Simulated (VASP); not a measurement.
# SnO (P4/nmm) in VASP: band structure with r2SCAN

Aim: the band structure of SnO with r2SCAN.

Everything below comes from runs of VASP 6.6.1. Logs are shortened: lines on timing, memory, paths and dates and some standing lists are left out, and cuts for length are marked.

## Step 1: Starting point

Symmetry: P4/nmm, No. 129, tetragonal system. The conventional cell has a = 3.813 Å, b = 3.813 Å, c = 4.900 Å, α = 90.00°, β = 90.00°, γ = 90.00°. Sn (site symmetry 4mm) is surrounded by 4 O at 2.23 Å. Around O (site symmetry -4m2) lie 4 Sn at 2.23 Å.

The cell was built by a generator and needn't be a form met in nature.

## Step 2: Band structure, r2SCAN

File INCAR:

```
PREC = Accurate
ENCUT = 520
EDIFF = 1E-7
ISMEAR = 0
SIGMA = 0.02
LREAL = F
LASPH = T
NELM = 80
ALGO = Normal
ISIF = 2
LWAVE = F
LCHARG = F
METAGGA = R2SCAN
LMIXTAU = T
NBANDS = 28
```

File KPOINTS:

```
regular mesh
0
Gamma
  10 10 8
```

File POSCAR:

```
SnO                                     
1.0
    3.8125782427     -0.0000000000      0.0000000000
    0.0000000000      3.8125782427      0.0000000000
   -0.0000000000     -0.0000000000      4.9000353253
  Sn              O             
     2     2
Direct
     0.2500000000000000    0.2500000000000000    0.2350061844879316
     0.7500000000000000    0.7500000000000000    0.7649938155120682
     0.7500000000000000    0.2500000000000000    0.0000000000000000
     0.2500000000000000    0.7500000000000000    0.0000000000000000
```

File KPOINTS_OPT:

```
path GXMGZRAZ,XR,MA
20
line-mode
reciprocal
 0.0000000000  0.0000000000  0.0000000000  G
 0.0000000000  0.5000000000  0.0000000000  X

 0.0000000000  0.5000000000  0.0000000000  X
 0.5000000000  0.5000000000  0.0000000000  M

 0.5000000000  0.5000000000  0.0000000000  M
 0.0000000000  0.0000000000  0.0000000000  G

 0.0000000000  0.0000000000  0.0000000000  G
 0.0000000000  0.0000000000  0.5000000000  Z

 0.0000000000  0.0000000000  0.5000000000  Z
 0.0000000000  0.5000000000  0.5000000000  R

 0.0000000000  0.5000000000  0.5000000000  R
 0.5000000000  0.5000000000  0.5000000000  A

 0.5000000000  0.5000000000  0.5000000000  A
 0.0000000000  0.0000000000  0.5000000000  Z

 0.0000000000  0.5000000000  0.0000000000  X
 0.0000000000  0.5000000000  0.5000000000  R

 0.5000000000  0.5000000000  0.0000000000  M
 0.5000000000  0.5000000000  0.5000000000  A
```

Potentials or basis: VASP PAW PBE potentials, release 64 (Sn_d, O).

Launch:

```console
cat potpaw_PBE.64/Sn_d/POTCAR potpaw_PBE.64/O/POTCAR > POTCAR
mpirun -np 1 vasp_std > vasp.out
```

OUTCAR:

```text
PREC = Accurate
   ENCUT = 520
   EDIFF = 1E-7
   ISMEAR = 0
   LREAL = F
   LASPH = T
   NELM = 80
   ISIF = 2
   METAGGA = R2SCAN

 ion  position               nearest neighbor table
   1  0.250  0.250  0.235-   3 2.23   4 2.23   4 2.23   3 2.23   2 3.55   2 3.55   2 3.55   2 3.55
                             2 3.74   2 3.74   2 3.74   2 3.74
   2  0.750  0.750  0.765-   3 2.23   4 2.23   3 2.23   4 2.23   1 3.55   1 3.55   1 3.55   1 3.55
                             1 3.74   1 3.74   1 3.74   1 3.74
   3  0.750  0.250  0.000-   1 2.23   2 2.23   2 2.23   1 2.23
   4  0.250  0.750  0.000-   1 2.23   2 2.23   1 2.23   2 2.23

  LATTYP: Found a simple tetragonal cell.
 ALAT       =     3.8125782427
 C/A-ratio  =     1.2852287910

  Lattice vectors:

 A1 = (   3.8125782427,   0.0000000000,   0.0000000000)
 A2 = (   0.0000000000,   3.8125782427,   0.0000000000)
 A3 = (   0.0000000000,   0.0000000000,   4.9000353253)

Analysis of symmetry for initial positions (statically):
=====================================================================
 Subroutine PRICEL returns:
 Original cell was already a primitive cell.

 Routine SETGRP: Setting up the symmetry group for a
 simple tetragonal supercell.

 Subroutine GETGRP returns: Found 16 space group operations
 (whereof  4 operations were pure point group operations)
 out of a pool of 16 trial point group operations.

The static configuration has the point symmetry C_2h.
 The point group associated with its full space group is D_4h.

Analysis of symmetry for dynamics (positions and initial velocities):
=====================================================================
 Subroutine PRICEL returns:
 Original cell was already a primitive cell.

 Routine SETGRP: Setting up the symmetry group for a
 simple tetragonal supercell.

 Subroutine GETGRP returns: Found 16 space group operations
 (whereof  4 operations were pure point group operations)
 out of a pool of 16 trial point group operations.

The dynamic configuration has the point symmetry C_2h.
 The point group associated with its full space group is D_4h.

 Subroutine INISYM returns: Found 16 space group operations
 (whereof  4 operations are pure point group operations),
 and found     1 'primitive' translations

----------------------------------------------------------------------------------------

                                     Primitive cell

  volume of cell :      71.2257

  direct lattice vectors                    reciprocal lattice vectors
     3.812578243  0.000000000  0.000000000     0.262289699  0.000000000  0.000000000
     0.000000000  3.812578243  0.000000000     0.000000000  0.262289699  0.000000000
     0.000000000  0.000000000  4.900035325     0.000000000  0.000000000  0.204080161

  length of vectors
     3.812578243  3.812578243  4.900035325     0.262289699  0.262289699  0.204080161

  position of ions in fractional coordinates (direct lattice)
     0.250000000  0.250000000  0.235006184
     0.750000000  0.750000000  0.764993816
     0.750000000  0.250000000  0.000000000
     0.250000000  0.750000000  0.000000000

  ion indices of the primitive-cell ions
   primitive index   ion index
                 1           1
                 2           2
                 3           3
                 4           4

----------------------------------------------------------------------------------------

 KPOINTS: regular mesh

Automatic generation of k-mesh.
 Grid dimensions read from file:
 generate k-points for:   10   10    8

 Generating k-lattice:

  Cartesian coordinates                     Fractional coordinates (reciprocal lattice)
     0.026228970  0.000000000  0.000000000     0.100000000  0.000000000  0.000000000
     0.000000000  0.026228970  0.000000000     0.000000000  0.100000000  0.000000000
     0.000000000  0.000000000  0.025510020     0.000000000  0.000000000  0.125000000

  Length of vectors
     0.026228970  0.026228970  0.025510020

  Shift w.r.t. Gamma in fractional coordinates (k-lattice)
     0.000000000  0.000000000  0.000000000

 Subroutine IBZKPT returns following result:
 ===========================================

 Found    105 irreducible k-points:

 Following reciprocal coordinates:
            Coordinates               Weight
  0.000000  0.000000  0.000000      1.000000
  0.100000  0.000000  0.000000      4.000000
  0.200000  0.000000  0.000000      4.000000
  0.300000  0.000000  0.000000      4.000000
  0.400000  0.000000  0.000000      4.000000
  0.500000  0.000000  0.000000      2.000000
[... 16 lines left out ...]
  0.100000  0.000000  0.125000      8.000000
  0.200000  0.000000  0.125000      8.000000
 [... further k-points ...]
   k-points           NKPTS =    105   k-points in BZ     NKDIM =    105   number of bands    NBANDS=     28
   number of dos      NEDOS =    301   number of ions     NIONS =      4
   total plane-waves  NPLWV =  28224
   dimension x,y,z NGX =    28 NGY =   28 NGZ =   36
   dimension x,y,z NGXF=    56 NGYF=   56 NGZF=   72
   ions per type =               2   2
   NGX,Y,Z   is equivalent  to a cutoff of  12.21, 12.21, 12.21 a.u.
   NGXF,Y,Z  is equivalent  to a cutoff of  24.42, 24.42, 24.43 a.u.
 SYSTEM =  unknown system
   PREC   = accura    normal or accurate (medium, high low for compatibility)
   ISTART =      0    job   : 0-new  1-cont  2-samecut
   ICHARG =      2    charge: 1-file 2-atom 10-const
   ISPIN  =      1    spin polarized calculation?
   LNONCOLLINEAR =      F non collinear calculations
   LSORBIT =      F    spin-orbit coupling
   LASPH  =      T    aspherical Exc in radial PAW
   ENCUT  =  520.0 eV  38.22 Ry    6.18 a.u.   7.09  7.09  9.11*2*pi/ulx,y,z
   NELM   =     80;   NELMIN=  2; NELMDL= -5     # of ELM steps
   EDIFF  = 0.1E-06   stopping-criterion for ELM
   LREAL  =      F    real-space projection
   EDIFFG = 0.1E-05   stopping-criterion for IOM
   NSW    =      0    number of steps for IOM
   IBRION =     -1    ionic relax: 0-MD 1-quasi-New 2-CG
   NFREE  =      0    steps in history (QN), initial steepest desc. (CG)
   ISIF   =      2    stress and relaxation
   ISYM   =      2    0-nonsym 1-usesym 2-fastsym
   POTIM  = 0.5000    time-step for ionic-motion
   TEBEG  =    0.0;   TEEND  =   0.0 temperature during run
   PSTRESS=    0.0 pullay stress
   NELECT =      40.0000    total number of electrons
   NUPDOWN=      -1.0000    fix difference up-down
   EMIN   =  10.00;   EMAX   =-10.00  energy-range for DOS
   EFERMI =   0.00;   METHOD = LEGACY
   ISMEAR =     0;   SIGMA  =   0.02  broadening in eV -4-tet -1-fermi 0-gaus
   EFERMI_NEDOS =   21; number of points for ismear=-14 and -15
   IALGO  =     38    algorithm
   IMIX   =      4    mixing-type and parameters
     AMIX     =   0.40;   BMIX     =  1.00
     AMIX_MAG =   1.60;   BMIX_MAG =  1.00
  volume/ion in A,a.u.               =      17.81       120.16
  Fermi-wavevector in a.u.,A,eV,Ry     =   1.350670  2.552396 24.821236  1.824309
  Thomas-Fermi vector in A             =   2.478155
   LORBIT       =      0    0 simple, 1 ext, 2 COOP (PROOUT), +10 PAW based schemes
   METAGGA = R2SCAN    functional components
   LHFCALC =     F    Hartree Fock is set to
   AEXX    =    0.0000 exact exchange contribution
   IVDW    =     0    specifies the selected vdW correction
   LEPSILON=     F    determine dielectric tensor
   LRPA    =     F    only Hartree local field effects (RPA)
 non-spin polarized calculation
 Gauss-broadening in eV      SIGMA  =   0.02
  energy-cutoff  :      520.00
  volume of cell :       71.23
 maximum number of plane-waves:      1944
   NGX = 15   NGY = 15   NGZ = 19

 number of electron      39.9999977 magnetization

 Free energy of the ion-electron system (eV)
  ---------------------------------------------------
  ext. energy  EPLUGINS =         0.00000000
  ---------------------------------------------------
  free energy    TOTEN  =       -66.90456042 eV

  energy without entropy =      -66.90456042  energy(sigma->0) =      -66.90456042

 E-fermi :   7.1244     XC(G=0): -10.8335

 val. band max:        6.9518875415   @ k =   0.0000   0.0000   0.0000
 cond. band min:       7.2469848940   @ k =   0.5000   0.5000   0.0000
 fundamental gap:      0.2950973525
 Fermi energy:         7.1243708158

 k-point     1 :       0.0000    0.0000    0.0000
  band No.  band energies     occupation
      1     -15.9655      2.00000
      2     -15.4200      2.00000
      3     -15.4053      2.00000
      4     -15.4053      2.00000
      5     -15.3605      2.00000
      6     -15.3366      2.00000
[... 20 lines left out ...]
     27      14.0391      0.00000
     28      14.7108      0.00000

 k-point     2 :       0.1000    0.0000    0.0000
  band No.  band energies     occupation
      1     -15.9599      2.00000
      2     -15.4220      2.00000
      3     -15.4037      2.00000
      4     -15.4030      2.00000
      5     -15.3786      2.00000
      6     -15.3615      2.00000
[... 20 lines left out ...]
     27      14.2500      0.00000
     28      15.4915      0.00000

 k-point     3 :       0.2000    0.0000    0.0000
  band No.  band energies     occupation
      1     -15.9436      2.00000
      2     -15.5215      2.00000
      3     -15.3987      2.00000
      4     -15.3965      2.00000
      5     -15.3924      2.00000
      6     -15.3640      2.00000
[... 20 lines left out ...]
     27      14.4725      0.00000
     28      17.1122      0.00000

 k-point     4 :       0.3000    0.0000    0.0000
  band No.  band energies     occupation
      1     -15.9174      2.00000
      2     -15.6451      2.00000
      3     -15.3904      2.00000
      4     -15.3875      2.00000
      5     -15.3794      2.00000
      6     -15.3672      2.00000
[... 578 lines left out ...]
     27      13.9783      0.00000
     28      14.8335      0.00000

 k-point    23 :       0.1000    0.0000    0.1250
  band No.  band energies     occupation
      1     -15.9580      2.00000
      2     -15.4256      2.00000
      3     -15.4016      2.00000
      4     -15.4004      2.00000
      5     -15.3797      2.00000
      6     -15.3594      2.00000
[... 20 lines left out ...]
     27      14.2392      0.00000
     28      15.5622      0.00000

 k-point    24 :       0.2000    0.0000    0.1250
  band No.  band energies     occupation
      1     -15.9424      2.00000
      2     -15.5264      2.00000
      3     -15.3967      2.00000
      4     -15.3950      2.00000
      5     -15.3931      2.00000
      6     -15.3614      2.00000
[... 20 lines left out ...]
     27      14.5813      0.00000
     28      17.0962      0.00000

 [... further k-points ...]

------------------------ aborting loop because EDIFF is reached ----------------------------------------

  FORCE on cell =-STRESS in cart. coord.  units (eV):
  Direction    XX          YY          ZZ          XY          YZ          ZX
  --------------------------------------------------------------------------------------
  -------------------------------------------------------------------------------------
  Total        0.0296663      0.0296663      0.0368731      0.0000000      0.0000000     -0.0000000
  in kB        0.6673238      0.6673238      0.8294363      0.0000000      0.0000000     -0.0000000
  external PRESSURE =       0.7213613 kB  Pullay stress =       0.0000000 kB

 VOLUME and BASIS-vectors are now :
 -----------------------------------------------------------------------------
  energy-cutoff  :      520.00
  volume of cell :       71.23
      direct lattice vectors                 reciprocal lattice vectors
     3.812578243  0.000000000  0.000000000     0.262289699  0.000000000  0.000000000
     0.000000000  3.812578243  0.000000000     0.000000000  0.262289699  0.000000000
     0.000000000  0.000000000  4.900035325     0.000000000  0.000000000  0.204080161

 POSITION                                       TOTAL-FORCE (eV/Angst)
 -----------------------------------------------------------------------------------
      0.95314      0.95314      1.15154        -0.000000     -0.000000      0.004886
      2.85943      2.85943      3.74850         0.000000      0.000000     -0.004886
      2.85943      0.95314      0.00000         0.000000     -0.000000      0.000000
      0.95314      2.85943      0.00000         0.000000     -0.000000      0.000000
 -----------------------------------------------------------------------------------
    total drift:                                0.000000      0.000000      0.000000

  FREE ENERGIE OF THE ION-ELECTRON SYSTEM (eV)
  ---------------------------------------------------
  free  energy   TOTEN  =       -66.9045604248 eV

  energy  without entropy=      -66.9045604248  energy(sigma->0) =      -66.90456042
```

It took 10 min on 1 thread of Intel Xeon 6975P-C (Granite Rapids), shared host; peak memory 0.39 GiB.

What came out:

```
Free energy             : -66.9046 eV
Pressure                : 0.1 GPa
Largest force           : 0.005 eV/Å
Band gap on the k mesh  : 0.30 eV, indirect (least direct gap 2.33 eV)
Band gap along the path : 0.30 eV, indirect (least direct gap 2.33 eV)
```

Forces on the atoms (eV/Å):
```
Sn   0.000  0.000  0.005
Sn   0.000  0.000 -0.005
O    0.000  0.000  0.000
O    0.000  0.000  0.000
```

Levels at the corners of the path, in eV from the valence-band top:
| point | band 17 | band 18 | band 19 | band 20 | band 21 | band 22 | band 23 | band 24 |
| --- | --- | --- | --- | --- | --- | --- | --- | --- |
| Γ | -3.84 | -3.53 | -3.53 | 0.00 | 2.37 | 4.49 | 4.94 | 4.94 |
| X | -5.21 | -5.21 | -2.90 | -2.90 | 3.41 | 3.41 | 6.22 | 6.22 |
| X | -5.21 | -5.21 | -2.90 | -2.90 | 3.41 | 3.41 | 6.22 | 6.22 |
| M | -2.86 | -2.86 | -2.09 | -2.09 | 0.30 | 0.30 | 4.75 | 4.75 |
| M | -2.86 | -2.86 | -2.09 | -2.09 | 0.30 | 0.30 | 4.75 | 4.75 |
| Γ | -3.84 | -3.53 | -3.53 | 0.00 | 2.37 | 4.49 | 4.94 | 4.94 |
| Γ | -3.84 | -3.53 | -3.53 | 0.00 | 2.37 | 4.49 | 4.94 | 4.94 |
| Z | -3.55 | -3.55 | -3.18 | -2.50 | 1.99 | 3.22 | 3.22 | 3.85 |
| Z | -3.55 | -3.55 | -3.18 | -2.50 | 1.99 | 3.22 | 3.22 | 3.85 |
| R | -5.18 | -5.18 | -1.97 | -1.97 | 2.74 | 2.74 | 5.74 | 5.74 |
| R | -5.18 | -5.18 | -1.97 | -1.97 | 2.74 | 2.74 | 5.74 | 5.74 |
| A | -2.86 | -2.86 | -2.82 | -2.82 | 2.53 | 2.53 | 4.28 | 4.28 |
| A | -2.86 | -2.86 | -2.82 | -2.82 | 2.53 | 2.53 | 4.28 | 4.28 |
| Z | -3.55 | -3.55 | -3.18 | -2.50 | 1.99 | 3.22 | 3.22 | 3.85 |
| X | -5.21 | -5.21 | -2.90 | -2.90 | 3.41 | 3.41 | 6.22 | 6.22 |
| R | -5.18 | -5.18 | -1.97 | -1.97 | 2.74 | 2.74 | 5.74 | 5.74 |
| M | -2.86 | -2.86 | -2.09 | -2.09 | 0.30 | 0.30 | 4.75 | 4.75 |
| A | -2.86 | -2.86 | -2.82 | -2.82 | 2.53 | 2.53 | 4.28 | 4.28 |

Caveat: the PAW data sets were made with another functional, which shifts forces and pressure a little; spin-orbit coupling is left out, which moves the levels of the heavy elements. r2SCAN opens gaps a little over a GGA but as a rule still falls short of measured ones.
